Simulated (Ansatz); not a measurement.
# Structure search for CoSi2

The calculation used DFT PBE, scalar-relativistic, plane waves, PAW (Ansatz 0.2.0). Settings: cutoff 420 eV, Γ-centred meshes spaced at most about 0.3 Å⁻¹, and about 0.25 Å⁻¹ or finer for metals (2π included), Gaussian smearing. Spin is collinear in cells that carry moments; the others ran without spin or lost their moments.

Formation energies are uncorrected and refer to the elements' standard structures at the same level.

These are static total energies at zero pressure. Only the structures computed here compete, so a lower one can exist. A magnetic state wasn't ruled out in cells without spin, among them Fm-3m. Another magnetic order may lie lower.

Invented guesses and database cells were relaxed alike, and ends that match in structure, energy and magnetic state were merged. ΔE counts from the first row. Coordination counts Si atoms around Co (those within 1.25 times the shortest such distance or 1.15 times the sum of covalent radii). The ends were matched against large subsets of the Crystallography Open Database and the Materials Project, so a missing match doesn't prove that a structure is unreported.

| # | reached from | type and space group | atoms | Å³/atom | coordination | ΔE (meV/atom) | gap on mesh (eV) | moments | in databases | checks |
| --- | --- | --- | --- | --- | --- | --- | --- | --- | --- | --- |
| 1 | a cell as deposited in COD | fluorite, Fm-3m (No. 225) | 3 | 12.8 | Co 8 | 0 | 0.00 | none | COD | no imaginary mode on a 2×2×2 q mesh |
| 2 | random cell | P4/mmm (No. 123) | 3 | 13.0 | Co 8 | 347 | 0.00 | none | no match | - |
| 3 | random cell | P-3m1 (No. 164) | 6 | 16.1 | Co 4 | 658 | 0.00 | none | no match | - |
| 4 | random cell | P6/mmm (No. 191) | 6 | 21.8 | Co 3 | 1498 | 0.00 | parallel, 1.4 μB | no match | - |

The lowest: Space group Fm-3m (No. 225), cubic, a = 5.360 Å. Around Co lie 8 Si at 2.32 Å; around Si lie 4 Co at 2.32 Å and 6 Si at 2.68 Å. Its energy over the elements is −0.47 eV/atom. It is a structure that the Crystallography Open Database (COD) lists.

```
Co Si
1.0
     0.00000    2.67979    2.67979
     2.67979    0.00000    2.67979
     2.67979    2.67979    0.00000
Co Si
1 2
Direct
  0.00000 0.00000 0.00000
  0.75000 0.75000 0.75000
  0.25000 0.25000 0.25000
```

The second: Space group P4/mmm (No. 123), tetragonal, a = 3.849 Å, c = 2.640 Å. Co has 8 Si at 2.33 Å and 2 Co at 2.64 Å; Si is surrounded by 4 Co at 2.33 Å and 6 Si at 2.64–2.72 Å. Counting Si atoms around Co, the first and the second both have Co 8. Shaken at random and relaxed again, row 3 came back. Cells without such a test can be saddle points. Some types were kept out of the candidates beforehand, so the set may lack a known form.
